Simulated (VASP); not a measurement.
# InP (F-43m) in VASP: notebook

One crystal, InP, is run at these levels: PBEsol, LDA, PBE; tasks: single point, relaxation of cell and atoms.

Program: VASP 6.6.1. These are calculated values, not measurements. Logs are shortened: lines on timing, memory, paths and dates and some standing lists are left out, and cuts for length are marked.

**The experiment to reproduce.**

A printed reference work, data compilation reports, for a bulk crystal of InP at 1.6 K: band gap 1.4236 eV (direct).

How close the calculation comes is told below.

## Step 1: Starting point

It takes space group F-43m (No. 216, cubic). Conventional cell: a = 5.861 Å, b = 5.861 Å, c = 5.861 Å, α = 90.00°, β = 90.00°, γ = 90.00°. In (site symmetry -43m) is surrounded by 4 P at 2.54 Å. P (site symmetry -43m) is surrounded by 4 In at 2.54 Å.

## Step 2: Single point, PBEsol

The input, INCAR:

```
PREC = Accurate ; ENCUT = 500
EDIFF = 1E-7 ; ISMEAR = 0
SIGMA = 0.02 ; LREAL = False
LASPH = True ; NELM = 60
ALGO = Fast ; ISIF = 2
LWAVE = False ; LCHARG = True
GGA = PS ; LELF = True
LVHAR = True ; NBANDS = 11
```

The input, KPOINTS:

```
Automatic mesh
0
Gamma
  8 8 8
```

The input, POSCAR:

```
InP
4.1444
    0.000000000000      0.707098735643      0.707098735643
    0.707098735643      0.000000000000      0.707098735643
    0.707098735643      0.707098735643      0.000000000000
In P
1 1
Direct
    0.0000000000      0.0000000000      0.0000000000
    0.7500000000      0.7500000000      0.7500000000
```

Potentials or basis: VASP PAW PBE potentials, release 64 (In, P).

The run is started by

```
$ cat potpaw_PBE.64/In/POTCAR potpaw_PBE.64/P/POTCAR > POTCAR
$ mpirun -np 1 vasp_std > vasp.out
```

OUTCAR:

```text
PREC = Accurate
   ENCUT = 500
   EDIFF = 1E-7
   ISMEAR = 0
   LREAL = False
   LASPH = True
   NELM = 60
   ISIF = 2
   GGA = PS

 ion  position               nearest neighbor table
   1  0.000  0.000  0.000-   2 2.54   2 2.54   2 2.54   2 2.54
   2  0.750  0.750  0.750-   1 2.54   1 2.54   1 2.54   1 2.54

  LATTYP: Found a face centered cubic cell.
 ALAT       =     5.8610000000

  Lattice vectors:

 A1 = (   0.0000000000,   2.9305000000,   2.9305000000)
 A2 = (   2.9305000000,   0.0000000000,   2.9305000000)
 A3 = (   2.9305000000,   2.9305000000,   0.0000000000)

Analysis of symmetry for initial positions (statically):
=====================================================================
 Subroutine PRICEL returns:
 Original cell was already a primitive cell.

 Routine SETGRP: Setting up the symmetry group for a
 face centered cubic supercell.

 Subroutine GETGRP returns: Found 24 space group operations
 (whereof 24 operations were pure point group operations)
 out of a pool of 48 trial point group operations.

The static configuration has the point symmetry T_d .

Analysis of symmetry for dynamics (positions and initial velocities):
=====================================================================
 Subroutine PRICEL returns:
 Original cell was already a primitive cell.

 Routine SETGRP: Setting up the symmetry group for a
 face centered cubic supercell.

 Subroutine GETGRP returns: Found 24 space group operations
 (whereof 24 operations were pure point group operations)
 out of a pool of 48 trial point group operations.

The dynamic configuration has the point symmetry T_d .

 Subroutine INISYM returns: Found 24 space group operations
 (whereof 24 operations are pure point group operations),
 and found     1 'primitive' translations

----------------------------------------------------------------------------------------

                                     Primitive cell

  volume of cell :      50.3333

  direct lattice vectors                    reciprocal lattice vectors
     0.000000000  2.930500000  2.930500000    -0.170619348  0.170619348  0.170619348
     2.930500000  0.000000000  2.930500000     0.170619348 -0.170619348  0.170619348
     2.930500000  2.930500000  0.000000000     0.170619348  0.170619348 -0.170619348

  length of vectors
     4.144352845  4.144352845  4.144352845     0.295521380  0.295521380  0.295521380

  position of ions in fractional coordinates (direct lattice)
     0.000000000  0.000000000  0.000000000
     0.750000000  0.750000000  0.750000000

  ion indices of the primitive-cell ions
   primitive index   ion index
                 1           1
                 2           2

----------------------------------------------------------------------------------------

 KPOINTS: Automatic mesh

Automatic generation of k-mesh.
 Grid dimensions read from file:
 generate k-points for:    8    8    8

 Generating k-lattice:

  Cartesian coordinates                     Fractional coordinates (reciprocal lattice)
    -0.021327419  0.021327419  0.021327419     0.125000000  0.000000000  0.000000000
     0.021327419 -0.021327419  0.021327419     0.000000000  0.125000000  0.000000000
     0.021327419  0.021327419 -0.021327419     0.000000000  0.000000000  0.125000000

  Length of vectors
     0.036940172  0.036940172  0.036940172

  Shift w.r.t. Gamma in fractional coordinates (k-lattice)
     0.000000000  0.000000000  0.000000000

 Subroutine IBZKPT returns following result:
 ===========================================

 Found     29 irreducible k-points:

 Following reciprocal coordinates:
            Coordinates               Weight
  0.000000  0.000000  0.000000      1.000000
  0.125000  0.000000  0.000000      8.000000
  0.250000  0.000000  0.000000      8.000000
  0.375000  0.000000  0.000000      8.000000
  0.500000  0.000000  0.000000      4.000000
  0.125000  0.125000  0.000000      6.000000
[... 16 lines left out ...]
  0.500000  0.250000  0.125000     48.000000
 -0.375000  0.250000  0.125000     24.000000
 [... further k-points ...]
   k-points           NKPTS =     29   k-points in BZ     NKDIM =     29   number of bands    NBANDS=     11
   number of dos      NEDOS =    301   number of ions     NIONS =      2
   total plane-waves  NPLWV =  27000
   dimension x,y,z NGX =    30 NGY =   30 NGZ =   30
   dimension x,y,z NGXF=    60 NGYF=   60 NGZF=   60
   ions per type =               1   1
   NGX,Y,Z   is equivalent  to a cutoff of  12.03, 12.03, 12.03 a.u.
   NGXF,Y,Z  is equivalent  to a cutoff of  24.07, 24.07, 24.07 a.u.
 SYSTEM =  unknown system
   PREC   = accura    normal or accurate (medium, high low for compatibility)
   ISTART =      0    job   : 0-new  1-cont  2-samecut
   ICHARG =      2    charge: 1-file 2-atom 10-const
   ISPIN  =      1    spin polarized calculation?
   LNONCOLLINEAR =      F non collinear calculations
   LSORBIT =      F    spin-orbit coupling
   LASPH  =      T    aspherical Exc in radial PAW
   ENCUT  =  500.0 eV  36.75 Ry    6.06 a.u.   7.56  7.56  7.56*2*pi/ulx,y,z
   NELM   =     60;   NELMIN=  2; NELMDL= -5     # of ELM steps
   EDIFF  = 0.1E-06   stopping-criterion for ELM
   LREAL  =      F    real-space projection
   EDIFFG = 0.1E-05   stopping-criterion for IOM
   NSW    =      0    number of steps for IOM
   IBRION =     -1    ionic relax: 0-MD 1-quasi-New 2-CG
   NFREE  =      0    steps in history (QN), initial steepest desc. (CG)
   ISIF   =      2    stress and relaxation
   ISYM   =      2    0-nonsym 1-usesym 2-fastsym
   POTIM  = 0.5000    time-step for ionic-motion
   TEBEG  =    0.0;   TEEND  =   0.0 temperature during run
   PSTRESS=    0.0 pullay stress
   NELECT =       8.0000    total number of electrons
   NUPDOWN=      -1.0000    fix difference up-down
   EMIN   =  10.00;   EMAX   =-10.00  energy-range for DOS
   EFERMI =   0.00;   METHOD = LEGACY
   ISMEAR =     0;   SIGMA  =   0.02  broadening in eV -4-tet -1-fermi 0-gaus
   EFERMI_NEDOS =   21; number of points for ismear=-14 and -15
   IALGO  =     68    algorithm
   IMIX   =      4    mixing-type and parameters
     AMIX     =   0.40;   BMIX     =  1.00
     AMIX_MAG =   1.60;   BMIX_MAG =  1.00
  volume/ion in A,a.u.               =      25.17       169.83
  Fermi-wavevector in a.u.,A,eV,Ry     =   0.886788  1.675786 10.699524  0.786393
  Thomas-Fermi vector in A             =   2.008000
   LORBIT       =      0    0 simple, 1 ext, 2 COOP (PROOUT), +10 PAW based schemes
   GGA     = PS    functional components
   LHFCALC =     F    Hartree Fock is set to
   AEXX    =    0.0000 exact exchange contribution
   IVDW    =     0    specifies the selected vdW correction
   LEPSILON=     F    determine dielectric tensor
   LRPA    =     F    only Hartree local field effects (RPA)
 non-spin polarized calculation
 RMM-DIIS sequential band-by-band and
 Gauss-broadening in eV      SIGMA  =   0.02
  energy-cutoff  :      500.00
  volume of cell :       50.33
 maximum number of plane-waves:      1303
   NGX = 15   NGY = 15   NGZ = 15

 number of electron       8.0000000 magnetization

 Free energy of the ion-electron system (eV)
  ---------------------------------------------------
  ext. energy  EPLUGINS =         0.00000000
  ---------------------------------------------------
  free energy    TOTEN  =        -9.03956706 eV

  energy without entropy =       -9.03956706  energy(sigma->0) =       -9.03956706

 E-fermi :   3.9075     XC(G=0):  -9.2042

 val. band max:        3.7850069586   @ k =   0.0000   0.0000   0.0000
 cond. band min:       4.4638219838   @ k =   0.0000   0.0000   0.0000
 fundamental gap:      0.6788150252
 Fermi energy:         3.9074711837

 k-point     1 :       0.0000    0.0000    0.0000
  band No.  band energies     occupation
      1      -7.7400      2.00000
      2       3.7850      2.00000
      3       3.7850      2.00000
      4       3.7850      2.00000
      5       4.4638      0.00000
      6       7.8532      0.00000
      7       7.8532      0.00000
      8       7.8532      0.00000
      9      12.1956      0.00000
     10      13.1167      0.00000
     11      13.1167      0.00000

 k-point     2 :       0.1250    0.0000    0.0000
  band No.  band energies     occupation
      1      -7.5817      2.00000
      2       2.2169      2.00000
      3       3.5953      2.00000
      4       3.5953      2.00000
      5       5.4158      0.00000
      6       7.9885      0.00000
      7       8.1339      0.00000
      8       8.1339      0.00000
      9      12.4802      0.00000
     10      12.4802      0.00000
     11      12.9858      0.00000

 k-point     3 :       0.2500    0.0000    0.0000
  band No.  band energies     occupation
      1      -7.1349      2.00000
      2       0.2952      2.00000
      3       3.2195      2.00000
      4       3.2195      2.00000
      5       5.5464      0.00000
      6       8.5571      0.00000
      7       8.5571      0.00000
      8       9.0413      0.00000
      9      12.2661      0.00000
     10      12.2661      0.00000
     11      12.7260      0.00000
[... 267 lines left out ...]
 k-point    23 :       0.5000    0.2500    0.1250
  band No.  band energies     occupation
      1      -6.1971      2.00000
      2      -1.2406      2.00000
      3       1.1937      2.00000
      4       2.3131      2.00000
      5       6.9783      0.00000
      6       7.9289      0.00000
      7       9.0114      0.00000
      8      10.4438      0.00000
      9      12.3301      0.00000
     10      14.4974      0.00000
     11      15.0783      0.00000

 k-point    24 :      -0.3750    0.2500    0.1250
  band No.  band energies     occupation
      1      -5.8906      2.00000
      2      -1.7773      2.00000
      3       1.0461      2.00000
      4       2.1284      2.00000
      5       6.9447      0.00000
      6       7.8848      0.00000
      7       9.6384      0.00000
      8      10.9320      0.00000
      9      12.1567      0.00000
     10      14.3138      0.00000
     11      15.0441      0.00000

 [... further k-points ...]

------------------------ aborting loop because EDIFF is reached ----------------------------------------

  FORCE on cell =-STRESS in cart. coord.  units (eV):
  Direction    XX          YY          ZZ          XY          YZ          ZX
  --------------------------------------------------------------------------------------
  -------------------------------------------------------------------------------------
  Total        0.8289395      0.8289395      0.8289395      0.0000000      0.0000000      0.0000000
  in kB       26.3862850     26.3862850     26.3862850      0.0000000      0.0000000      0.0000000
  external PRESSURE =      26.3862850 kB  Pullay stress =       0.0000000 kB

 VOLUME and BASIS-vectors are now :
 -----------------------------------------------------------------------------
  energy-cutoff  :      500.00
  volume of cell :       50.33
      direct lattice vectors                 reciprocal lattice vectors
     0.000000000  2.930500000  2.930500000    -0.170619348  0.170619348  0.170619348
     2.930500000  0.000000000  2.930500000     0.170619348 -0.170619348  0.170619348
     2.930500000  2.930500000  0.000000000     0.170619348  0.170619348 -0.170619348

 POSITION                                       TOTAL-FORCE (eV/Angst)
 -----------------------------------------------------------------------------------
      0.00000      0.00000      0.00000         0.000000      0.000000      0.000000
      4.39575      4.39575      4.39575        -0.000000     -0.000000     -0.000000
 -----------------------------------------------------------------------------------
    total drift:                               -0.000000     -0.000000     -0.000000

  FREE ENERGIE OF THE ION-ELECTRON SYSTEM (eV)
  ---------------------------------------------------
  free  energy   TOTEN  =        -9.0395670622 eV

  energy  without entropy=       -9.0395670622  energy(sigma->0) =       -9.03956706
```

Run time: 14 s. Hardware: 1 thread of AMD EPYC 9R14 (Zen 4), shared host; peak memory 0.15 GiB.

What came out:

| Property | Result |
| --- | --- |
| Free energy | -9.0396 eV |
| Pressure | 2.6 GPa |
| Band gap on the k mesh | 0.68 eV, direct |

Levels at points of the mesh, in eV from the valence-band top:
```tsv
k point	band 1	band 2	band 3	band 4	band 5	band 6	band 7	band 8
(0.00, 0.00, 0.00)	-11.53	0.00	0.00	0.00	0.68	4.07	4.07	4.07
(0.50, 0.00, 0.00)	-9.98	-5.76	-0.98	-0.98	1.46	4.78	4.78	6.95
(0.50, 0.50, 0.00)	-9.34	-5.78	-2.34	-2.34	1.65	2.21	9.11	9.57
```

Caveat: the PAW data sets were made with another functional, which shifts forces and pressure a little; spin-orbit coupling is left out, which moves the levels of the heavy elements.

## Step 3: Single point, PBEsol

The input, run.py:

```python
from ase.calculators.vasp import Vasp
from ase.dft.bandgap import bandgap
from ase.io import read

atoms = read('InP.xyz')
calc = Vasp(
    directory='calc',
    xc='pbesol',
    pp='PBE',
    setups='minimal',
    prec='Accurate',
    encut=500,
    ediff=1e-06,
    ismear=0,
    sigma=0.02,
    lreal=False,
    lasph=True,
    nelm=80,
    algo='Normal',
    isif=2,
    lwave=False,
    lcharg=False,
    kpts=[8, 8, 8],
    gamma=True,
    nbands=11,
)
atoms.calc = calc

print('energy (eV):', atoms.get_potential_energy())
print('free energy (eV):', atoms.get_potential_energy(force_consistent=True))
print('forces (eV/A):')
print(atoms.get_forces())
print('stress (eV/A^3, Voigt):', atoms.get_stress())
print('Fermi level (eV):', calc.get_fermi_level())
gap, top, bottom = bandgap(calc)
print('band gap (eV):', gap, 'from (spin, k, band)', top, 'to', bottom)
```

The input, InP.xyz:

```xyz
2
Lattice="0.0000000000 2.9305000000 2.9305000000 2.9305000000 0.0000000000 2.9305000000 2.9305000000 2.9305000000 0.0000000000" Properties=species:S:1:pos:R:3 pbc="T T T"
In     0.0000000000      0.0000000000      0.0000000000
P      4.3957500000      4.3957500000      4.3957500000
```

Potentials or basis: VASP PAW PBE potentials, release 64 (In, P).

The run is started by

```
$ python run.py
```

Log:

```text
energy (eV): -9.03956703
free energy (eV): -9.03956703
forces (eV/A):
[[-0. -0. -0.]
 [ 0.  0.  0.]]
stress (eV/A^3, Voigt): [-0.016509 -0.016509 -0.016509 -0.       -0.       -0.      ]
Fermi level (eV): 3.90711784
band gap (eV): 0.6788999999999996 from (spin, k, band) (0, np.int64(0), np.int64(3)) to (0, np.int64(0), np.int64(4))
```

OUTCAR:

```text
ENCUT = 500.000000
   EDIFF = 1.00e-06
   GGA = PS
   PREC = Accurate
   ISIF = 2
   ISMEAR = 0
[... 558 lines left out ...]
      0.00000      0.00000      0.00000        -0.000000     -0.000000     -0.000000
      4.39575      4.39575      4.39575         0.000000      0.000000      0.000000
 -----------------------------------------------------------------------------------
    total drift:                               -0.000000     -0.000000     -0.000000

  FREE ENERGIE OF THE ION-ELECTRON SYSTEM (eV)
  ---------------------------------------------------
  free  energy   TOTEN  =        -9.0395670335 eV

  energy  without entropy=       -9.0395670335  energy(sigma->0) =       -9.03956703
```

INCAR:

```text
ENCUT = 500.000000
SIGMA = 0.020000
EDIFF = 1.00e-06
ALGO = Normal
GGA = PS
PREC = Accurate
ISIF = 2
ISMEAR = 0
NBANDS = 11
NELM = 80
LASPH = .TRUE.
LCHARG = .FALSE.
LWAVE = .FALSE.
LREAL = .FALSE.
```

Run time: 14 s. Hardware: 1 thread of AMD EPYC 9R14 (Zen 4), shared host; peak memory 0.14 GiB.

What came out:

```yaml
Free_energy: -9.0396 eV
Pressure: 2.6 GPa
Band_gap_on_the_k_mesh: 0.68 eV, direct
```

Levels at points of the mesh, in eV from the valence-band top:
```csv
k point,band 1,band 2,band 3,band 4,band 5,band 6,band 7,band 8,band 9
"(0.00, 0.00, 0.00)",-11.52,0.00,0.00,0.00,0.68,4.07,4.07,4.07,8.41
"(0.50, 0.00, 0.00)",-9.98,-5.76,-0.98,-0.98,1.46,4.78,4.78,6.95,9.34
"(0.50, 0.50, 0.00)",-9.34,-5.78,-2.34,-2.34,1.65,2.21,9.11,9.57,9.57
```

Caveat: the PAW data sets were made with another functional, which shifts forces and pressure a little; spin-orbit coupling is left out, which moves the levels of the heavy elements.

(Continued in part 2 of 2.)
